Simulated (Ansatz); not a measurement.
Cr:

```
CELL_PARAMETERS angstrom
1.14705 -2.46703 0.00000
1.14705 2.46703 0.00000
0.00000 0.00000 4.06431
ATOMIC_POSITIONS crystal
Cr 0.87053 0.12947 0.75000
Cr 0.12947 0.87053 0.25000
```

This isn't the form of Cr at room conditions, which is bcc.

Alike in all runs: program Ansatz 0.2.0; functional PBE; potentials or basis Ansatz PAW; cutoff 420 eV (not typed: the program's choice for these potentials); k mesh 11 × 11 × 6; occupations fermi-dirac, width 0.05 eV.

Task: Only the start or the spin constraint differs. Which run ends lowest in energy?
A. collinear spin, ferromagnetic start of up to 0.75 μB; fixed moment 1.5
B. collinear spin, ferromagnetic start of up to 3.75 μB; fixed moment 7.5
C. collinear spin, ferromagnetic start of up to 3 μB; fixed moment 6
D. collinear spin, program default start; fixed moment 0
E. collinear spin, ferromagnetic start of up to 1.5 μB; fixed moment 3
F. collinear spin, ferromagnetic start of up to 2.25 μB; fixed moment 4.5

Result: D.

```tsv
start	free energy over the lowest (meV/atom)	net moment (μB)	site or absolute moments (μB)	gap
collinear spin, ferromagnetic start of up to 1.5 μB; fixed moment 3	435.5	3.00	Cr +1.27	-
collinear spin, ferromagnetic start of up to 4.5 μB; fixed moment 9	3725.0	9.00	Cr +3.57	-
collinear spin, ferromagnetic start of up to 3.75 μB; fixed moment 7.5	2504.8	7.50	Cr +3.06	-
collinear spin, ferromagnetic start of up to 6 μB; fixed moment 12	8701.1	12.00	Cr +4.35	-
collinear spin, program default start; fixed moment 0	0.0	0.00	-	-
collinear spin, ferromagnetic start of up to 0.75 μB; fixed moment 1.5	107.5	1.50	Cr +0.64	-
collinear spin, ferromagnetic start of up to 2.25 μB; fixed moment 4.5	933.2	4.50	Cr +1.89	-
collinear spin, ferromagnetic start of up to 3 μB; fixed moment 6	1627.5	6.00	Cr +2.49	-
```

All polarised runs hold their moment fixed, so the table maps the energy against it. A still lower state may exist.

Caveats: the total moment is fixed, so each spin has its own Fermi level; forces of over 1 eV/Å show positions far from the minimum, so gaps and moduli don't describe the material at rest (some runs).
